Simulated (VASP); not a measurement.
# V (P6_3/mmc) in VASP: notebook, part 2 of 2

VASP 6.6.1. The steps go on from the part before.

### 3 Relaxation of cell and atoms, PBE, collinear spin, typed start

This run uses another cell than the first one, of 13.77 Å³/atom, 0.993 times its volume.

File INCAR:

```
SYSTEM = V
PREC     = Accurate       ! precision mode
ENCUT    = 600            ! plane-wave cutoff, eV
EDIFF    = 1E-7           ! SCF threshold, eV
ISMEAR   = 0              ! smearing method
SIGMA    = 0.05           ! smearing width, eV
LREAL    = .FALSE.        ! projectors in reciprocal space
LASPH    = .TRUE.         ! aspherical terms in the spheres
NELM     = 150            ! most SCF steps
ALGO     = Normal         ! electronic algorithm
ISIF     = 3              ! what is computed and relaxed
LWAVE    = .FALSE.        ! write WAVECAR
LCHARG   = .FALSE.        ! write CHGCAR
ISPIN    = 2              ! spin polarisation
MAGMOM   = 1 1            ! initial moments
LORBIT   = 11             ! projections on sites
LMAXMIX  = 4              ! l up to which the mixer works
GGA      = PE             ! functional
IBRION   = 2              ! ionic algorithm
NSW      = 80             ! ionic steps
EDIFFG   = -0.03          ! ionic threshold
```

File KPOINTS:

```
regular mesh
0
G
  8 8 4
  0 0 0
```

File POSCAR:

```
V
1.0
    2.6903270725      0.0000000000      0.0000000000
   -1.3451635362      2.3298915892      0.0000000000
    0.0000000000      0.0000000000      4.3942008850
V
2
Direct
    0.3333333333      0.6666666667      0.7500000000
    0.6666666667      0.3333333333      0.2500000000
```

Potentials or basis: VASP PAW PBE potentials, release 64 (V_sv).

Command:

```sh
$ cat potpaw_PBE.64/V_sv/POTCAR > POTCAR
$ mpirun -np 1 vasp_std > vasp.out
```

OUTCAR:

```text
SYSTEM = V
   PREC = Accurate
   ENCUT = 600
   EDIFF = 1E-7
   ISMEAR = 0
   LREAL = .FALSE.
   LASPH = .TRUE.
   NELM = 150
   ISIF = 3
   ISPIN = 2
   LORBIT = 11
   GGA = PE
   IBRION = 2
   NSW = 80
   EDIFFG = -0.03

 ion  position               nearest neighbor table
   1  0.333  0.667  0.750-   2 2.69   2 2.69   2 2.69   2 2.69   2 2.69   2 2.69
   2  0.667  0.333  0.250-   1 2.69   1 2.69   1 2.69   1 2.69   1 2.69   1 2.69

  LATTYP: Found a hexagonal cell.
 ALAT       =     2.6903270725
 C/A-ratio  =     1.6333333333

  Lattice vectors:

 A1 = (   2.6903270725,   0.0000000000,   0.0000000000)
 A2 = (  -1.3451635362,   2.3298915892,   0.0000000000)
 A3 = (   0.0000000000,   0.0000000000,   4.3942008850)

Analysis of symmetry for initial positions (statically):
=====================================================================
 Subroutine PRICEL returns:
 Original cell was already a primitive cell.

 Routine SETGRP: Setting up the symmetry group for a
 hexagonal supercell.

 Subroutine GETGRP returns: Found 24 space group operations
 (whereof 12 operations were pure point group operations)
 out of a pool of 24 trial point group operations.

The static configuration has the point symmetry D_3d.
 The point group associated with its full space group is D_6h.

Analysis of symmetry for dynamics (positions and initial velocities):
=====================================================================
 Subroutine PRICEL returns:
 Original cell was already a primitive cell.

 Routine SETGRP: Setting up the symmetry group for a
 hexagonal supercell.

 Subroutine GETGRP returns: Found 24 space group operations
 (whereof 12 operations were pure point group operations)
 out of a pool of 24 trial point group operations.

The dynamic configuration has the point symmetry D_3d.
 The point group associated with its full space group is D_6h.

Analysis of structural, dynamic, and magnetic symmetry:
=====================================================================
 Subroutine PRICEL returns:
 Original cell was already a primitive cell.

 Routine SETGRP: Setting up the symmetry group for a
[... 145 lines left out ...]
   NGX = 11   NGY = 11   NGZ = 17

--------------------------------------- Ionic step        1  -------------------------------------------

 number of electron      26.0000011 magnetization       0.0000133

 number of electron      26.0000011 magnetization      -0.0000484

 Free energy of the ion-electron system (eV)
  ---------------------------------------------------
  ext. energy  EPLUGINS =         0.00000000
  ---------------------------------------------------
  free energy    TOTEN  =       -17.42975777 eV

  energy without entropy =      -17.42712138  energy(sigma->0) =      -17.42843958

------------------------ aborting loop because EDIFF is reached ----------------------------------------

  FORCE on cell =-STRESS in cart. coord.  units (eV):
  Direction    XX          YY          ZZ          XY          YZ          ZX
  --------------------------------------------------------------------------------------
  -------------------------------------------------------------------------------------
  Total       -0.4253474     -0.4253474      1.3386695     -0.0000000     -0.0000000      0.0000000
  in kB      -24.7419327    -24.7419327     77.8687555     -0.0000000     -0.0000000      0.0000000
  external PRESSURE =       9.4616301 kB  Pullay stress =       0.0000000 kB
[... 139 lines left out ...]
 number of electron      26.0000017 magnetization       0.0000004

 number of electron      26.0000017 magnetization      -0.0000006

 Free energy of the ion-electron system (eV)
  ---------------------------------------------------
  ext. energy  EPLUGINS =         0.00000000
  ---------------------------------------------------
  free energy    TOTEN  =       -17.49516595 eV

  energy without entropy =      -17.48913865  energy(sigma->0) =      -17.49215230

 E-fermi :   9.6366     XC(G=0): -12.7282

 val. band max:        9.6253908317   @ k =   0.3750   0.0000   0.0000
 cond. band min:       9.6435498637   @ k =   0.1250   0.1250   0.0000
 fundamental gap:      0.0181590321
 Fermi energy:         9.6366263642

 spin component 1

 k-point     1 :       0.0000    0.0000    0.0000
  band No.  band energies     occupation
      1     -54.3620      1.00000
      2     -54.2517      1.00000
      3     -28.4518      1.00000
      4     -27.8069      1.00000
      5     -27.7118      1.00000
      6     -27.7118      1.00000
[... 493 lines left out ...]
     17      12.7166      0.00000
     18      12.7166      0.00000

 [... further k-points ...]

 spin component 2

 k-point     1 :       0.0000    0.0000    0.0000
  band No.  band energies     occupation
      1     -54.3620      1.00000
      2     -54.2517      1.00000
      3     -28.4518      1.00000
      4     -27.8069      1.00000
      5     -27.7118      1.00000
      6     -27.7118      1.00000
[... 524 lines left out ...]
  FREE ENERGIE OF THE ION-ELECTRON SYSTEM (eV)
  ---------------------------------------------------
  free  energy   TOTEN  =       -17.4951659471 eV

  energy  without entropy=      -17.4891386483  energy(sigma->0) =      -17.49215230

 reached required accuracy - stopping structural energy minimisation

 total charge

# of ion       s       p       d       tot
------------------------------------------
    1        2.344   6.213   3.064  11.620
    2        2.344   6.213   3.064  11.620
--------------------------------------------------
tot          4.687  12.425   6.128  23.240

 magnetization (x)

# of ion       s       p       d       tot
------------------------------------------
    1       -0.000   0.000   0.000   0.000
    2       -0.000   0.000   0.000   0.000
--------------------------------------------------
tot         -0.000   0.000   0.000   0.000
```

Run time: 2.5 min. Hardware: 1 thread of AMD EPYC 7R13 (Zen 3), shared host; peak memory 0.15 GiB.

What came out:

- Free energy: -17.4952 eV
- Relaxed volume: 13.88 Å³/atom
- Relaxed cell: a = 2.612 Å, b = 2.612 Å, c = 4.697 Å, α = 90.00°, β = 90.00°, γ = 120.00°
- Space group after relaxing (to 0.05 Å): P6_3/mmc (No. 194)
- Energy gained by relaxing: 32.7 meV/atom
- Ionic steps: 5
- Pressure after relaxing: -0.1 GPa
- Band gap on the k mesh: none (metal or under the smearing width)
- Net moment: 0.00 μB per cell
- Valence electrons inside the program's atomic spheres: V 11.62

Step by step:
```
step  energy change (eV)  largest force (eV/Å)  pressure (GPa)  volume (Å³)
   1              0.0000                0.0000            0.95        27.54
   2             -0.0439                0.0000           -1.09        27.85
   3             -0.0617                0.0000           -2.63        28.16
   4             -0.0563                0.0000            4.07        27.15
   5             -0.0654                0.0000           -0.12        27.76
```

Final structure:
```
V
1.0
     2.61243    0.00000    0.00000
    -1.30621    2.26243    0.00000
     0.00000    0.00000    4.69725
V
2
Direct
  0.33333 0.66667 0.75000
  0.66667 0.33333 0.25000
```

Levels at points of the mesh, in eV from the Fermi level:
Spin up:
```
           k point  band 10  band 11  band 12  band 13  band 14  band 15  band 16  band 17
(0.00, 0.00, 0.00)    -3.38    -0.48    -0.11     0.35     0.35     0.67     0.67     1.83
(0.50, 0.00, 0.00)    -2.80    -2.64    -0.28    -0.18     0.36     0.62     3.00     3.49
(0.00, 0.00, 0.50)    -5.02    -0.94    -0.94     0.39     0.39     0.39     0.39     2.52
(0.50, 0.00, 0.50)    -3.20    -1.73    -1.73     1.65     1.65     1.67     1.67     3.55
```
Spin down:
```csv
k point,band 11,band 12,band 13,band 14,band 15,band 16
"(0.00, 0.00, 0.00)",-0.48,-0.11,0.35,0.35,0.67,0.67
"(0.50, 0.00, 0.00)",-2.64,-0.28,-0.18,0.36,0.62,3.00
"(0.00, 0.00, 0.50)",-0.94,-0.94,0.39,0.39,0.39,0.39
"(0.50, 0.00, 0.50)",-1.73,-1.73,1.65,1.65,1.67,1.67
```
